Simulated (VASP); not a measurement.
## Sn: relaxation of cell and atoms with r2SCAN+rVV10

Crystal: Sn.

```xyz
1
Lattice="-1.7265 1.7755 2.3383 1.7265 -1.7755 2.3383 1.7265 1.7755 -2.3383" Properties=species:S:1:pos:R:3 pbc="T T T"
Sn    0.0000    0.0000    0.0000
```

This isn't the form of Sn at room conditions, which is tetragonal (white tin).

| Property | Result |
| --- | --- |
| Program | VASP 6.6.1 |
| Task | relaxation of cell and atoms |
| Functional | r2SCAN |
| Dispersion | rVV10 |
| Potentials or basis | VASP PAW PBE potentials, release 64 (Sn_d) |
| Cutoff | 600 eV |
| k mesh | 16 × 16 × 16 |
| Occupations | gaussian, width 0.1 eV |
| Spin | no spin polarisation |
| Further INCAR settings | ALGO = Normal; EDIFF = 1e-07; IBRION = 2; EDIFFG = -0.005; NSW = 90; ISIF = 3 |

| Quantity | Value |
| --- | --- |
| Relaxed volume | 26.79 Å³/atom |
| Relaxed cell | a = 3.293 Å, b = 3.293 Å, c = 3.293 Å, α = 115.09°, β = 115.08°, γ = 98.75° |
| Space group after relaxing (to 0.05 Å) | I4/mmm (No. 139) |
| Energy gained by relaxing | 22.4 meV/atom |
| Ionic steps | 23 |
| Pressure after relaxing | 0.0 GPa |
| Band gap on the k mesh | none (metal or under the smearing width) |

The path:
| step | energy change (eV) | largest force (eV/Å) | pressure (GPa) | volume (Å³) |
| --- | --- | --- | --- | --- |
| 1 | 0.0000 | 0.0000 | -2.97 | 28.67 |
| 2 | -0.0173 | 0.0000 | 0.73 | 26.52 |
| 3 | -0.0181 | 0.0000 | 0.04 | 26.86 |
| 4 | -0.0185 | 0.0000 | 0.04 | 26.85 |
| 5 | -0.0194 | 0.0000 | 0.05 | 26.83 |
| 6 | -0.0188 | 0.0000 | 0.22 | 26.77 |
| 7 | -0.0196 | 0.0000 | 0.07 | 26.82 |
| 8 | -0.0200 | 0.0000 | -0.10 | 26.91 |
| 9 | -0.0206 | 0.0000 | -0.48 | 27.09 |
| 10 | -0.0195 | 0.0000 | -1.23 | 27.45 |
| 11 | -0.0208 | 0.0000 | -0.68 | 27.19 |
| 12 | -0.0209 | 0.0000 | -0.68 | 27.19 |
| 13 | -0.0210 | 0.0000 | -0.69 | 27.19 |
| 14 | -0.0212 | 0.0000 | -0.71 | 27.19 |
| 15 | -0.0213 | 0.0000 | -0.76 | 27.19 |
| 16 | -0.0217 | 0.0000 | -0.61 | 27.10 |
| 17 | -0.0223 | 0.0000 | -0.16 | 26.87 |
| 18 | -0.0224 | 0.0000 | 0.04 | 26.77 |
| 19 | -0.0223 | 0.0000 | 0.02 | 26.78 |
| 20 | -0.0224 | 0.0000 | 0.02 | 26.78 |
| 21 | -0.0224 | 0.0000 | 0.01 | 26.78 |
| 22 | -0.0224 | 0.0000 | -0.01 | 26.79 |
| 23 | -0.0224 | 0.0000 | -0.01 | 26.79 |

Final structure:
```xyz
1
Lattice="-1.7672 1.7675 2.1443 1.7672 -1.7675 2.1443 1.7672 1.7675 -2.1443" Properties=species:S:1:pos:R:3 pbc="T T T"
Sn    0.0000    0.0000    0.0000
```

Levels at points of the mesh, in eV from the Fermi level:
| k point | band 3 | band 4 | band 5 | band 6 | band 7 | band 8 | band 9 | band 10 | band 11 |
| --- | --- | --- | --- | --- | --- | --- | --- | --- | --- |
| (0.00, 0.00, 0.00) | -22.21 | -22.17 | -22.09 | -11.81 | 8.16 | 8.52 | 8.53 | 11.58 | 12.47 |
| (0.50, 0.00, 0.00) | -22.17 | -22.08 | -22.03 | -7.00 | -4.95 | 4.94 | 6.80 | 9.80 | 9.97 |
| (0.00, 0.50, 0.00) | -22.17 | -22.08 | -22.03 | -7.00 | -4.95 | 4.94 | 6.80 | 9.80 | 9.97 |
| (0.50, 0.50, 0.00) | -22.08 | -22.07 | -22.00 | -5.73 | -4.40 | 2.54 | 3.67 | 6.82 | 6.99 |
| (0.50, 0.50, 0.50) | -22.06 | -22.02 | -22.02 | -3.30 | -2.83 | 0.84 | 0.84 | 4.58 | 5.05 |

Run time: 120 min on 1 thread of Intel(R) Xeon(R) 6975P-C (Granite Rapids), on a shared host, peak memory 0.52 GiB.

Caveat: the PAW data sets were made with another functional, which shifts forces and pressure a little.
